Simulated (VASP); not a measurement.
# InSb (F-43m) in VASP: further runs, part 2 of 2

VASP 6.6.1. The steps go on from the part before.

## (5) Band structure, PBE

Contents of INCAR:

```
SYSTEM = InSb
PREC = Accurate
ENCUT = 520
EDIFF = 1E-6
ISMEAR = 0
SIGMA = 0.03
LREAL = .False.
LASPH = .True.
NELM = 80
ALGO = Fast
ISIF = 2
LWAVE = .False.
LCHARG = .False.
GGA = PE
KPAR = 8
```

Contents of KPOINTS:

```
Automatic mesh
0
Gamma
  6 6 6
  0 0 0
```

Contents of POSCAR:

```
InSb                                    
1.0
    0.0000000000      3.2603245802      3.2603245802
    3.2603245802      0.0000000000      3.2603245802
    3.2603245802      3.2603245802      0.0000000000
  In              Sb            
     1     1
Direct
     0.0000000000000000    0.0000000000000000    0.0000000000000000
     0.2500000000000000    0.2500000000000000    0.2500000000000000
```

Contents of KPOINTS_OPT:

```
explicit points
6
Reciprocal
 0.0000000000  0.0000000000  0.0000000000 1
 0.3750000000  0.3750000000  0.7500000000 1
 0.5000000000  0.5000000000  0.5000000000 1
 0.6250000000  0.2500000000  0.6250000000 1
 0.5000000000  0.2500000000  0.7500000000 1
 0.5000000000  0.0000000000  0.5000000000 1
```

Potentials or basis: VASP PAW PBE potentials, release 64 (In_d, Sb).

On the command line:

```sh
cat potpaw_PBE.64/In_d/POTCAR potpaw_PBE.64/Sb/POTCAR > POTCAR
mpirun -np 8 vasp_std > vasp.out
```

OUTCAR:

```text
SYSTEM = InSb
   PREC = Accurate
   ENCUT = 520
   EDIFF = 1E-6
   ISMEAR = 0
   LREAL = .False.
   LASPH = .True.
   NELM = 80
   ISIF = 2
   GGA = PE

 ion  position               nearest neighbor table
   1  0.000  0.000  0.000-   2 2.82   2 2.82   2 2.82   2 2.82
   2  0.250  0.250  0.250-   1 2.82   1 2.82   1 2.82   1 2.82

  LATTYP: Found a face centered cubic cell.
 ALAT       =     6.5206491604

  Lattice vectors:

 A1 = (   0.0000000000,   3.2603245802,   3.2603245802)
[... 433 lines left out ...]

------------------------ aborting loop because EDIFF is reached ----------------------------------------

  FORCE on cell =-STRESS in cart. coord.  units (eV):
  Direction    XX          YY          ZZ          XY          YZ          ZX
  --------------------------------------------------------------------------------------
  -------------------------------------------------------------------------------------
  Total        0.9723910      0.9723910      0.9723910      0.0000000      0.0000000      0.0000000
  in kB       22.4770334     22.4770334     22.4770334      0.0000000      0.0000000      0.0000000
  external PRESSURE =      22.4770334 kB  Pullay stress =       0.0000000 kB

 VOLUME and BASIS-vectors are now :
 -----------------------------------------------------------------------------
  energy-cutoff  :      520.00
  volume of cell :       69.31
      direct lattice vectors                 reciprocal lattice vectors
     0.000000000  3.260324580  3.260324580    -0.153358964  0.153358964  0.153358964
     3.260324580  0.000000000  3.260324580     0.153358964 -0.153358964  0.153358964
     3.260324580  3.260324580  0.000000000     0.153358964  0.153358964 -0.153358964

 POSITION                                       TOTAL-FORCE (eV/Angst)
 -----------------------------------------------------------------------------------
      0.00000      0.00000      0.00000        -0.000000     -0.000000     -0.000000
      1.63016      1.63016      1.63016         0.000000      0.000000      0.000000
 -----------------------------------------------------------------------------------
    total drift:                               -0.000000     -0.000000     -0.000000

  FREE ENERGIE OF THE ION-ELECTRON SYSTEM (eV)
  ---------------------------------------------------
  free  energy   TOTEN  =        -6.9067843107 eV

  energy  without entropy=       -6.9065700575  energy(sigma->0) =       -6.90667718
```

OSZICAR:

```text
N       E                     dE             d eps       ncg     rms          rms(c)
DAV:   1     0.108995497992E+03    0.10900E+03   -0.79400E+03   416   0.138E+03
DAV:   2     0.103033220685E+01   -0.10797E+03   -0.10523E+03   431   0.307E+02
DAV:   3    -0.680375510342E+01   -0.78341E+01   -0.76630E+01   551   0.866E+01
[... 11 lines left out ...]
   1 F= -.69067843E+01 E0= -.69066772E+01  d E =-.214253E-03
       N       E                     dE             ncg
DAV:   1     0.395255896352E+03   -0.25212E+04      156
DAV:   2    -0.261232840163E+03   -0.65649E+03      176
DAV:   3    -0.304855844176E+03   -0.43623E+02      196
DAV:   4    -0.306054322402E+03   -0.11985E+01      205
DAV:   5    -0.306098175318E+03   -0.43853E-01      215
DAV:   6    -0.306098925127E+03   -0.74981E-03      205
DAV:   7    -0.306098965464E+03   -0.40337E-04      210
DAV:   8    -0.306098965827E+03   -0.36380E-06      131
```

Run time: 6.2 s. Hardware: 8 MPI ranks of AMD EPYC 9R45 (Zen 5), shared host; peak memory 0.2 GiB.

Results:

| Property | Result |
| --- | --- |
| Free energy | -6.9068 eV |
| Pressure | 2.2 GPa |
| Band gap along the path | none (metal or under the smearing width) |

Caveat: spin-orbit coupling is left out, which moves the levels of the heavy elements; this crystal is a semiconductor, whose small gap the functional closes, so the metal is an error of the method.

## (6) The runs side by side

| level | k mesh | screening parameter | exchange at q = 0 | mesh quality | gap on the mesh (eV) | pressure (GPa) |
| --- | --- | --- | --- | --- | --- | --- |
| PBE | 4 × 4 × 4 | - | - | coarse | - | 2.7 |
| HSE06 | 4 × 4 × 4 | 0.2 1/A | - | not flagged | 0.45 | 0.2 |
| PBE0 | 4 × 4 × 4 | - | truncated | not flagged | 1.07 | 0.0 |
| PBE | 6 × 6 × 6 | - | - | not flagged | - | 2.2 |

Alike in all rows: task band structure; potentials or basis VASP PAW PBE potentials, release 64 (In_d, Sb); no spin polarisation; cell as given; cutoff (eV) 520; smearing gaussian 0.03 eV.

Caveats: some runs use coarse meshes; spin-orbit coupling is left out, which moves the levels of the heavy elements; this crystal is a semiconductor, whose small gap the functional closes, so the metal is an error of the method (some runs); the PAW data sets were made with another functional, which shifts forces and pressure a little (some runs).

Total energies depend on the potentials used, so only differences within one code and one set of settings carry meaning.

## (7) Against experiment

Step 3. A measured gap of InSb is 0.24 eV (quoted in “Electronic Structure and Epitaxy of CdTe Shells on InSb Nanowires”, 2021, arxiv:2111.05126); the calculated 0.45 eV misses it by +0.21 eV. Spin-orbit coupling on In, Sb is left out. The value is that of HSE06, without temperature or zero-point motion.

Step 4. Measured gap of InSb: 0.24 eV (quoted in “Electronic Structure and Epitaxy of CdTe Shells on InSb Nanowires”, 2021, arxiv:2111.05126). This calculation gives 1.07 eV (+0.83 eV). Spin-orbit coupling on In, Sb is left out. The value is that of PBE0, without temperature or zero-point motion.

Step 5. Against the measured gap of InSb, 0.24 eV (quoted in “Electronic Structure and Epitaxy of CdTe Shells on InSb Nanowires”, 2021, arxiv:2111.05126), the calculated 0.00 eV is off by -0.24 eV. Spin-orbit coupling on In, Sb is left out. The value is that of PBE, without temperature or zero-point motion. Semilocal functionals fall short of measured gaps as a rule.
